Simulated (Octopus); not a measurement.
The system is KBr.

```
Br K
1.0
     4.04350    0.00000    0.00000
     0.00000    4.04350    0.00000
     0.00000    0.00000    4.04350
Br K
1 1
Cartesian
  2.0217 2.0217 2.0217
  0.0000 0.0000 0.0000
```

Measurements of this composition are mostly on another form, of space group No. 225.

```yaml
Program: Octopus 16.4
Task: single point
Functional: PBE
Potentials_or_basis: pseudodojo_pbe (PseudoDojo 0.5, PBE)
Grid_spacing: 0.126 Å
k_mesh: 7 × 7 × 7
Occupations: fermi-dirac, width 0.05 eV
Spin: no spin polarisation
```

On this cell: largest force zero by symmetry; band gap on the k mesh 3.89 eV, indirect (least direct gap 4.12 eV).

The same run follows on a disturbed copy (atoms moved at random, drawn with an rms of 0.05 Å):

```xyz
2
Lattice="4.0435 0.0000 0.0000 0.0000 4.0435 0.0000 0.0000 0.0000 4.0435" Properties=species:S:1:pos:R:3 pbc="T T T"
Br    2.0233    2.0005    2.0310
K    -0.0047   -0.0009   -0.0950
```

**Question.** What changes?

**Answer.** The energy moves by +1.4 meV/atom; largest force 0.058 eV/Å; band gap on the k mesh 3.89 eV, indirect (least direct gap 4.13 eV).

Forces on the atoms (eV/Å):
```
Br  -0.004  0.012 -0.056
K    0.004 -0.012  0.056
```

Caveats: an odd mesh through Γ misses points on the zone boundary, where band edges often lie.
